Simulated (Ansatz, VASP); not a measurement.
**Two plane-wave programs on BN**

```
B N
1.0
     0.00000   -1.81300   -1.81300
     0.00000    1.81300   -1.81300
     3.62600    0.00000    0.00000
B N
2 2
Direct
  0.50000 0.50000 0.53309
  0.00000 0.00000 0.96691
  0.00000 0.50000 0.25000
  0.50000 0.00000 0.75000
```

Change from the starting cell: mode 12 (1137.6 1/cm) frozen in, largest displacement -0.120 Å.

Alike in both runs: task single point; functional PBE; k mesh 10 × 10 × 6; occupations gaussian, width 0.05 eV; no spin polarisation.

|  | VASP | Ansatz |
| --- | --- | --- |
| version | VASP 6.6.1 | Ansatz 0.2.0 |
| potentials or method | VASP PAW PBE potentials, release 64 (B, N) | scalar-relativistic, plane waves, PAW |
| plane-wave cutoff (eV) | 520 | 420 |
| valence electrons in the cell | 16 | 16 |

```csv
,VASP,Ansatz,Ansatz less VASP
gap on the k mesh at the Fermi level (eV),2.02,2.03,+0.012
least direct gap on the mesh (eV),3.84,3.85,+0.011
pressure (GPa),4.8,4.6,-0.19
largest component of the traceless stress (GPa),8.09,8.03,-0.058
rms of the force components (eV/Å),2.465,2.459,-0.0061
```

Atom by atom the forces differ by 0.006 eV/Å (rms over components). With one functional, cell and mesh, what is left measures potentials, basis and numerics.

Caveats: forces of over 1 eV/Å show positions far from the minimum, so gaps and moduli don't describe the material at rest. A k mesh can miss the band edges.
